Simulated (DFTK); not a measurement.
# GaAs (F-43m) in DFTK: notebook

Aim: see how the results for GaAs move with the level of theory and the settings. Levels: PBEsol, r2SCAN. Tasks: equation of state, band structure.

Everything below comes from runs of DFTK 0.8.2. Logs are shortened: lines on timing, memory, paths and dates and some standing lists are left out, and cuts for length are marked.

**The experiment to reproduce.**

“Evidence of valence band perturbations in GaAsN/GaAs(001): A combined variable-angle spectroscopic ellipsometry and modulated photoreflectance investigation”, 2008, arxiv:0805.2212 reports, for a bulk crystal of GaAs at 300 K: band gap 1.418 ± 0.005 eV (direct).

The runs below are set against these values where they give the same quantity.

**1. The crystal as given**

Symmetry: F-43m, No. 216, cubic system. Conventional cell: a = 5.654 Å, b = 5.654 Å, c = 5.654 Å, α = 90.00°, β = 90.00°, γ = 90.00°. As (site symmetry -43m) has 4 Ga at 2.45 Å as nearest neighbours. Around Ga (site symmetry -43m) lie 4 As at 2.45 Å.

**2. Equation of state, PBEsol**

run.jl reads:

```julia
using DFTK
using PseudoPotentialData
using Unitful, UnitfulAtomic
using LinearAlgebra, Printf
include("save.jl")
disable_threading()

lines = readlines("GaAs.cif")
tag(name) = parse(Float64, split(only(filter(startswith(name), lines)))[2])
a, b, c = tag.(["_cell_length_a", "_cell_length_b", "_cell_length_c"])
α, β, γ = deg2rad.(tag.(["_cell_angle_alpha", "_cell_angle_beta", "_cell_angle_gamma"]))
cx, cy  = cos(β), (cos(α) - cos(β) * cos(γ)) / sin(γ)
lattice = austrip(1u"Å") * [a b*cos(γ) c*cx; 0 b*sin(γ) c*cy; 0 0 c*sqrt(1 - cx^2 - cy^2)]
sites     = split.(lines[findlast(startswith("_atom_site_"), lines)+1:end])
symbols   = [Symbol(s[2]) for s in sites]
positions = [parse.(Float64, s[5:7]) for s in sites]
pseudopotentials = PseudoFamily("cp2k.nc.sr.pbe.v0_1.largecore.gth")
elements = Dict(s => ElementPsp(s, pseudopotentials) for s in unique(symbols))
atoms    = [elements[s] for s in symbols]

build_model(lattice, positions; symmetries=true) =
    model_DFT(lattice, atoms, positions;
              functionals=PBEsol(),
              temperature=austrip(0.05u"eV"),
              smearing=Smearing.FermiDirac(),
              symmetries)
Ecut  = 27.0  # hartree
kgrid = [8, 8, 8]
tol   = 1e-6
to_GPa = ustrip(uconvert(u"GPa", 1u"hartree/bohr^3"))

results["points"] = []
for scale in [0.94, 0.96, 0.98, 1.0, 1.02, 1.04, 1.06]
    println("\n=== scale = ", scale)
    model = build_model(cbrt(scale) * lattice, positions)
    basis = PlaneWaveBasis(model; Ecut, kgrid)
    t0 = time()
    scfres = self_consistent_field(basis;
                                   tol,
                                   nbandsalg=AdaptiveBands(model; n_bands_converge=9))
    seconds = time() - t0
    @printf "SCF: %d iterations, %.1f s\n" scfres.n_iter seconds
    forces = compute_forces_cart(scfres)
    stress = compute_stresses_cart(scfres)
    @printf "V = %.5f Å^3  F = %.8f Ha  max force = %.5f eV/Å  p = %.4f GPa\n" ustrip(auconvert(u"Å^3", model.unit_cell_volume)) scfres.energies.total ustrip(auconvert(u"eV/Å", maximum(norm, forces))) (-tr(stress) / 3 * to_GPa)
    push!(results["points"], save_scf!(scfres; forces, stress, d=Dict{String,Any}("seconds" => seconds, "n_matvec" => get(scfres, :n_matvec, 0))))
end

# third-order Birch-Murnaghan fit in x = V^(-2/3)
V = [0.94, 0.96, 0.98, 1.0, 1.02, 1.04, 1.06] * abs(det(lattice))
E = [p["total"] for p in results["points"]]
x = V .^ (-2 / 3)
c = [x .^ 0 x x .^ 2 x .^ 3] \ E
Δ = c[3]^2 - 3c[2] * c[4]
if Δ > 0
    x0 = (-c[3] + sqrt(Δ)) / 3c[4]
    B0 = 4 / 9 * x0^(7 / 2) * (2c[3] + 6c[4] * x0)
    @printf "V0 = %.4f Å^3  B0 = %.2f GPa\n" ustrip(auconvert(u"Å^3", x0^(-3 / 2))) B0 * to_GPa
end
```

GaAs.cif reads:

```cif
data_GaAs
_cell_length_a 3.99776961
_cell_length_b 3.99776961
_cell_length_c 3.99776961
_cell_angle_alpha 60.00000000
_cell_angle_beta 60.00000000
_cell_angle_gamma 60.00000000
_space_group_name_H-M_alt 'P1'
_space_group_name_Hall 'P 1'
_space_group_IT_number 1
loop_
_space_group_symop_operation_xyz
'x,y,z'
loop_
_atom_site_label
_atom_site_type_symbol
_atom_site_symmetry_multiplicity
_atom_site_Wyckoff_symbol
_atom_site_fract_x
_atom_site_fract_y
_atom_site_fract_z
_atom_site_occupancy
As1 As 1 a 0.7500000000 0.7500000000 0.7500000000 1
Ga1 Ga 1 a 0.0000000000 0.0000000000 0.0000000000 1
```

Potentials or basis: cp2k.nc.sr.pbe.v0_1.largecore.gth (PBE, GTH, large core).

Launch:

```console
$ julia --threads=1 run.jl  # save.jl only writes the numbers to a file and isn't shown; printed stress counts tension as positive; times include loading and compiling
```

Log:

```text
=== scale = 0.94
n     Energy            log10(ΔE)   log10(Δρ)   Diag   Δtime
---   ---------------   ---------   ---------   ----   ------
  1   -8.516456711120                   -0.69    3.6    3.26s
  2   -8.517954729318       -2.82       -1.22    1.0    1.44s
  3   -8.518252837774       -3.53       -2.23    2.1    2.02s
  4   -8.518266526263       -4.86       -3.05    2.1    2.14s
  5   -8.518267248915       -6.14       -3.60    2.4    2.22s
  6   -8.518267286077       -7.43       -4.26    2.0    2.13s
  7   -8.518267290030       -8.40       -4.68    2.1    2.24s
  8   -8.518267290101      -10.15       -5.51    1.4    1.22s
  9   -8.518267290110      -11.05       -6.51    2.5    2.16s
SCF: 9 iterations, 19.1 s
V = 42.46842 Å^3  F = -8.51826729 Ha  max force = 0.00000 eV/Å  p = 7.2840 GPa

=== scale = 0.96
n     Energy            log10(ΔE)   log10(Δρ)   Diag   Δtime
---   ---------------   ---------   ---------   ----   ------
  1   -8.517736619069                   -0.70    3.6    2.64s
[... 43 further cycles ...]
  9   -8.521539002901      -11.53       -6.65    2.7    2.46s
SCF: 9 iterations, 18.0 s
V = 46.98634 Å^3  F = -8.52153900 Ha  max force = 0.00000 eV/Å  p = -0.4096 GPa

=== scale = 1.06
n     Energy            log10(ΔE)   log10(Δρ)   Diag   Δtime
---   ---------------   ---------   ---------   ----   ------
  1   -8.519274440729                   -0.71    3.6    2.56s
  2   -8.521025670749       -2.76       -1.22    1.0    1.18s
  3   -8.521337084496       -3.51       -2.14    2.1    2.09s
  4   -8.521351218777       -4.85       -3.03    1.7    2.03s
  5   -8.521352061498       -6.07       -3.67    2.6    1.66s
  6   -8.521352114029       -7.28       -4.34    2.0    2.30s
  7   -8.521352114675       -9.19       -4.77    2.0    1.52s
  8   -8.521352114719      -10.35       -5.72    1.6    1.92s
  9   -8.521352114722      -11.62       -6.60    2.8    2.36s
SCF: 9 iterations, 17.9 s
V = 47.88992 Å^3  F = -8.52135211 Ha  max force = 0.00000 eV/Å  p = -1.4914 GPa
V0 = 46.7207 Å^3  B0 = 61.94 GPa
```

Wall time 3.2 min (1 thread of Intel Xeon 6975P-C (Granite Rapids), shared host); peak memory 1.8 GiB.

Results:

- Equilibrium volume: 23.36 Å³/atom
- Bulk modulus: 62 GPa
- Pressure derivative of the bulk modulus: 4.6

Energy against volume, from the lowest point:
```csv
volume (Å³/atom),energy (meV/atom)
21.234,44.51
21.686,26.49
22.138,13.52
22.590,5.07
23.041,0.70
23.493,0.00
23.945,2.54
```

Caveat: GTH potentials come without recommended cutoffs, and this one wasn't checked for convergence; the potentials were made for another functional, which shifts forces and pressure; this set keeps more shells in the core, which shifts pressures and gaps. Zero-point motion and thermal expansion aren't in these numbers.

**3. Band structure, r2SCAN**

run.jl reads:

```julia
using DFTK
using PseudoPotentialData
using Unitful, UnitfulAtomic
using LinearAlgebra, Printf
include("save.jl")
disable_threading()

lines     = readlines("POSCAR")
lattice   = austrip(1u"Å") * parse(Float64, lines[2]) * hcat([parse.(Float64, split(l)) for l in lines[3:5]]...)
symbols   = vcat([fill(Symbol(s), parse(Int, n)) for (s, n) in zip(split(lines[6]), split(lines[7]))]...)
positions = [parse.(Float64, split(l)[1:3]) for l in lines[9:8+length(symbols)]]
pseudopotentials = Dict(:As => "As.upf", :Ga => "Ga.upf")
elements = Dict(s => ElementPsp(s, pseudopotentials; rcut=10.0) for s in unique(symbols))
atoms    = [elements[s] for s in symbols]

build_model(lattice, positions; symmetries=true) =
    model_DFT(lattice, atoms, positions;
              functionals=r2SCAN(),
              temperature=austrip(0.05u"eV"),
              smearing=Smearing.FermiDirac(),
              symmetries)
Ecut  = 45.0  # hartree
kgrid = [5, 5, 5]
tol   = 1e-6
to_GPa = ustrip(uconvert(u"GPa", 1u"hartree/bohr^3"))

model = build_model(lattice, positions)
basis = PlaneWaveBasis(model; Ecut, kgrid)
display(basis)
scfres = self_consistent_field(basis;
                               tol,
                               nbandsalg=AdaptiveBands(model; n_bands_converge=14))
display(scfres.energies)
@printf "Fermi level: %.6f eV\n" ustrip(auconvert(u"eV", something(scfres.εF, NaN)))
forces = compute_forces_cart(scfres)
println("Forces (eV/Å)")
for (s, f) in zip(symbols, forces)
    @printf "%-3s %12.6f %12.6f %12.6f\n" s ustrip.(auconvert.(u"eV/Å", f))...
end
stress = compute_stresses_cart(scfres)
println("Stress (GPa)")
display(round.(stress * to_GPa; digits=4))
println("Levels at the first k-point (eV): ", round.(ustrip.(auconvert.(u"eV", scfres.eigenvalues[1][1:scfres.n_bands_converge])); digits=4))
save_scf!(scfres; forces, stress)

points = Dict("G" => [0.0, 0.0, 0.0], "K" => [0.375, 0.375, 0.75], "L" => [0.5, 0.5, 0.5], "U" => [0.625, 0.25, 0.625], "W" => [0.5, 0.25, 0.75], "X" => [0.5, 0.0, 0.5])
segments = [("G", "X", 7), ("X", "W", 4), ("W", "K", 3), ("K", "G", 7), ("G", "L", 6), ("L", "U", 4), ("U", "W", 3), ("W", "L", 5), ("L", "K", 4), ("U", "X", 3)]
kcoords = vcat([[points[a] + t * (points[b] - points[a]) for t in range(0, 1, n)] for (a, b, n) in segments]...)
bands = compute_bands(scfres, ExplicitKpoints(kcoords); n_bands=16, tol=1e-5)
for (k, ε) in zip(bands.basis.kpoints, bands.eigenvalues)
    @printf "%d %8.4f %8.4f %8.4f " k.spin k.coordinate...
    println(join([@sprintf("%9.4f", e) for e in ustrip.(auconvert.(u"eV", ε .- scfres.εF))]))
end
results["band_energies"] = rows(bands.eigenvalues); results["band_kpoints"] = rows(kcoords)
```

POSCAR reads:

```
GaAs
1.0
    0.0000000000      2.8268500000      2.8268500000
    2.8268500000      0.0000000000      2.8268500000
    2.8268500000      2.8268500000      0.0000000000
As Ga
1 1
Direct
    0.7500000000      0.7500000000      0.7500000000
    0.0000000000      0.0000000000      0.0000000000
```

Potentials or basis: SG15 1.2 (PBE).

Launch:

```console
$ julia --threads=1 run.jl  # save.jl only writes the numbers to a file and isn't shown; printed stress counts tension as positive; times include loading and compiling
```

Log:

```text
PlaneWaveBasis discretization:

    Ecut                 : 45.0 Ha
    fft_size             : (48, 48, 48), 110592 total points
    kgrid                : MonkhorstPack([5, 5, 5])
    num.   red. kpoints  : 125
    num. irred. kpoints  : 14

    Discretized Model(mgga_x_r2scan+mgga_c_r2scan, 3D):
        lattice (in Bohr)    : [0         , 5.34197   , 5.34197   ]
                               [5.34197   , 0         , 5.34197   ]
                               [5.34197   , 5.34197   , 0         ]
        unit cell volume     : 304.88 Bohr³

        atoms                : AsGa
        atom potentials      : ElementPsp(:As, "As.upf")
                               ElementPsp(:Ga, "Ga.upf")

        num. electrons       : 18
        spin polarization    : none
        temperature          : 0.0018375 Ha
        smearing             : DFTK.Smearing.FermiDirac()

        terms                : Kinetic()
                               AtomicLocal()
                               AtomicNonlocal()
                               Ewald(nothing)
                               PspCorrection()
                               Hartree()
                               Xc(mgga_x_r2scan, mgga_c_r2scan)
                               Entropy()
n     Energy            log10(ΔE)   log10(Δρ)   log10(Δτ)   Diag   Δtime
---   ---------------   ---------   ---------   ---------   ----   ------
  1   -71.40388489526                   -0.85        1.25    5.2    31.2s
  2   -71.41955279065       -1.80       -1.28       -0.18    2.0    19.6s
  3   -71.41986549930       -3.50       -1.68       -1.57    1.8    15.7s
┌ Warning: Exchange-correlation term: the kinetic energy density τ is smaller than the von Weizsäcker kinetic energy density τ_W somewhere. This can lead to unphysical results. This can be caused by pseudopotentials without a non-linear core correction for τ, a too small Ecut value or an unphysical initial guess for τ. This message is only logged once.
└ @ DFTK xc.jl:436
  4   -71.41991974536       -4.27       -2.48       -1.65    1.0    12.4s
  5   -71.41992479205       -5.30       -2.61       -2.11    2.4    18.7s
  6   -71.41992529094       -6.30       -2.91       -2.07    2.0    17.2s
  7   -71.41992565030       -6.44       -3.79       -2.60    1.0    12.6s
  8   -71.41992568719       -7.43       -4.15       -2.95    3.0    22.8s
  9   -71.41992568929       -8.68       -4.47       -4.09    1.1    13.1s
 10   -71.41992569015       -9.07       -5.68       -3.84    2.0    16.9s
 11   -71.41992569016      -11.21       -6.13       -5.63    2.9    21.5s
Energy breakdown (in Ha):
    Kinetic             62.3093559
    AtomicLocal         -64.5247204
    AtomicNonlocal      -40.9579872
    Ewald               -46.5050577
    PspCorrection       1.9070033
    Hartree             26.3681669
    Xc                  -10.0166845
    Entropy             -0.0000019

    total               -71.419925690156
Fermi level: 4.482527 eV
Forces (eV/Å)
As     -0.000000    -0.000000     0.000000
Ga      0.000000    -0.000000    -0.000000
Stress (GPa)
3×3 StaticArraysCore.SMatrix{3, 3, Float64, 9} with indices SOneTo(3)×SOneTo(3):
 -0.2482   0.0      0.0
  0.0     -0.2482   0.0
  0.0      0.0     -0.2482
Levels at the first k-point (eV): [-10.5093, -10.5093, -10.5093, -10.4112, -10.4112, -9.224, 4.158, 4.158, 4.158, 4.752, 8.0349, 8.0349, 8.0349, 12.1879]
1   0.0000   0.0000   0.0000  -14.9918 -14.9918 -14.9918 -14.8937 -14.8937 -13.7065  -0.3245  -0.3245  -0.3245   0.2694   3.5524   3.5524   3.5524   7.7054  10.4129  10.4129
1   0.0833   0.0000   0.0833  -15.0101 -14.9880 -14.9880 -14.8953 -14.8926 -13.5848  -1.6381  -0.6803  -0.6803   1.5392   3.2121   4.0528   4.0528   8.3095   9.0982  10.5327
1   0.1667   0.0000   0.1667  -15.0506 -14.9774 -14.9774 -14.9004 -14.8898 -13.2378  -3.1653  -1.4034  -1.4034   2.3229   2.9936   5.2036   5.2036   7.6656   9.8045  10.8913
1   0.2500   0.0000   0.2500  -15.0924 -14.9626 -14.9626 -14.9083 -14.8858 -12.7026  -4.6279  -2.1215  -2.1215   1.7989   3.1710   6.6171   6.6171   7.6204  11.4856  11.6075
1   0.3333   0.0000   0.3333  -15.1256 -14.9474 -14.9474 -14.9167 -14.8819 -12.0345  -5.9692  -2.6881  -2.6881   1.3998   2.5403   8.1241   8.1241   8.8544  12.3021  13.3093
1   0.4167   0.0000   0.4167  -15.1464 -14.9360 -14.9360 -14.9231 -14.8790 -11.3634  -7.0518  -3.0448  -3.0448   1.2563   1.8636   9.5761   9.5761  10.4011  13.2769  13.9155
[... 38 lines left out ...]
1   0.5625   0.1250   0.5625  -15.1502 -14.9379 -14.9339 -14.9203 -14.8801 -11.0198  -7.4745  -3.6931  -3.0527   1.5148   2.4435   9.3599   9.5928  10.5929  12.4297  13.5658
1   0.5000   0.0000   0.5000  -15.1535 -14.9318 -14.9318 -14.9255 -14.8779 -11.0316  -7.5224  -3.1662  -3.1662   1.3426   1.4846  10.3778  10.3778  11.3366  13.5121  13.8573
```

Wall time 10 min (1 thread of AMD EPYC, shared host); peak memory 1.8 GiB.

Results:

| Property | Result |
| --- | --- |
| Free energy | -1943.4352 eV |
| Pressure | 0.2 GPa |
| Band gap on the k mesh | 0.59 eV, direct |
| Band gap along the path | 0.59 eV, direct |

Levels at the corners of the path, in eV from the valence-band top:
```tsv
point	band 5	band 6	band 7	band 8	band 9	band 10	band 11	band 12	band 13	band 14
Γ	-14.57	-13.38	0.00	0.00	0.00	0.59	3.88	3.88	3.88	8.03
X	-14.55	-10.71	-7.20	-2.84	-2.84	1.67	1.81	10.70	10.70	11.66
W	-14.56	-10.64	-7.02	-3.69	-3.51	4.86	5.08	5.72	6.38	11.76
K	-14.56	-10.74	-7.01	-4.03	-2.40	2.15	4.93	8.37	8.49	9.18
Γ	-14.57	-13.38	0.00	0.00	0.00	0.59	3.88	3.88	3.88	8.03
L	-14.56	-11.49	-6.98	-1.23	-1.23	1.10	4.90	4.90	8.25	11.03
U	-14.56	-10.74	-7.01	-4.03	-2.40	2.15	4.93	8.37	8.49	9.18
W	-14.56	-10.64	-7.02	-3.69	-3.51	4.86	5.08	5.72	6.38	11.76
L	-14.56	-11.49	-6.98	-1.23	-1.23	1.10	4.90	4.90	8.25	11.03
K	-14.56	-10.74	-7.01	-4.03	-2.40	2.15	4.93	8.37	8.49	9.18
U	-14.56	-10.74	-7.01	-4.03	-2.40	2.15	4.93	8.37	8.49	9.18
X	-14.55	-10.71	-7.20	-2.84	-2.84	1.67	1.81	10.70	10.70	11.66
```

Caveat: the program warned that the kinetic-energy density falls under its von Weizsäcker bound, which can give unphysical results; the potentials were made for another functional, which shifts forces and pressure.

**4. For comparison**

An earlier run on the cell as given: functional PBEsol; potentials or basis dojo.nc.sr.pbesol.v0_4_1.standard.upf (PBEsol); cutoff 1143 eV; k mesh 8 × 8 × 8; occupations fermi-dirac, width 0.05 eV; no spin polarisation.

- Pressure: 0.3 GPa
- Band gap on the k mesh: 0.44 eV, direct

**5. Against experiment**

Step 3. Measured gap of GaAs: 1.418 eV (direct; 300 K; “Evidence of valence band perturbations in GaAsN/GaAs(001): A combined variable-angle spectroscopic ellipsometry and modulated photoreflectance investigation”, 2008, arxiv:0805.2212). This calculation gives 0.59 eV (-0.82 eV). 3 values of this kind are on record (1.412 to 1.51 eV); this one was drawn at random among those near their median, those with a stated uncertainty first. Spin-orbit coupling on As, Ga is left out. The value is that of r2SCAN, without temperature or zero-point motion.
